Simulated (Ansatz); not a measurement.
All numbers below come from DFT PBE, scalar-relativistic, plane waves, PAW (Ansatz 0.2.0). Settings: cutoff 420 eV, Γ-centred meshes spaced at most about 0.3 Å⁻¹, and about 0.25 Å⁻¹ or finer for metals (2π included), Gaussian smearing. Spin is collinear in cells that carry moments; the others ran without spin or lost their moments.

These are static total energies at zero pressure.

Compare these two cells of Sr3Ti2O3, each relaxed at this level.

A. (no moments)

```yaml
crystal:
  lattice:
    - [6.63541, 0.00000, 0.00000]
    - [-3.31771, 5.74644, 0.00000]
    - [0.00000, 0.00000, 5.24169]
  atoms:
    - { symbol: Sr, position: [0.34228, 0.00000, 0.50000] }
    - { symbol: Sr, position: [0.65772, 0.65772, 0.50000] }
    - { symbol: Sr, position: [0.00000, 0.34228, 0.50000] }
    - { symbol: Ti, position: [0.33333, 0.66667, 0.00000] }
    - { symbol: Ti, position: [0.66667, 0.33333, 0.00000] }
    - { symbol: O, position: [0.44945, 0.00000, 0.00000] }
    - { symbol: O, position: [0.55055, 0.55055, 0.00000] }
    - { symbol: O, position: [0.00000, 0.44945, 0.00000] }
```

B. (parallel moments up to 0.6 μB)

```yaml
crystal:
  lattice:
    - [6.86018, 0.00000, 0.00000]
    - [-3.43009, 5.94109, 0.00000]
    - [0.00000, 0.00000, 5.35642]
  atoms:
    - { symbol: Sr, position: [0.50000, 0.00000, 0.50000] }
    - { symbol: Sr, position: [0.00000, 0.50000, 0.50000] }
    - { symbol: Sr, position: [0.50000, 0.50000, 0.50000] }
    - { symbol: Ti, position: [0.33333, 0.66667, 0.00000] }
    - { symbol: Ti, position: [0.66667, 0.33333, 0.00000] }
    - { symbol: O, position: [0.50000, 0.00000, 0.00000] }
    - { symbol: O, position: [0.00000, 0.50000, 0.00000] }
    - { symbol: O, position: [0.50000, 0.50000, 0.00000] }
```

**Question.** Which would you expect to be lower, and how large is the difference?

**Answer.** A is lower, by 169 meV/atom. A has space group P-62m (No. 189), 25.0 Å³/atom and no gap on its mesh; B has space group P6/mmm (No. 191), 27.3 Å³/atom and no gap. Their magnetic states differ too. The denser one is the lower, and pressure would at first widen the difference. In A, Sr is surrounded by 2 O at 2.72 Å and 4 Ti at 3.41 Å; around Ti lie 3 O at 1.94 Å and 6 Sr at 3.41 Å; around O lie 2 Ti at 1.94 Å and 2 Sr at 2.72 Å. In B, Sr is surrounded by 2 O at 2.68 Å, 4 Ti at 3.33 Å and 4 Sr at 3.43 Å; Ti is surrounded by 3 O at 1.98 Å and 6 Sr at 3.33 Å; O has 2 Ti at 1.98 Å and 2 Sr at 2.68 Å. Both come from invented guesses. The lowest form computed is the arrangement of A with parallel moments up to 0.5 μB (P-62m), 24 meV/atom below it.

Another magnetic order may lie lower. Cells relaxed within their symmetry can be saddle points. Some structure types and database cells were kept out of the candidates from the start, so a known form may be missing.
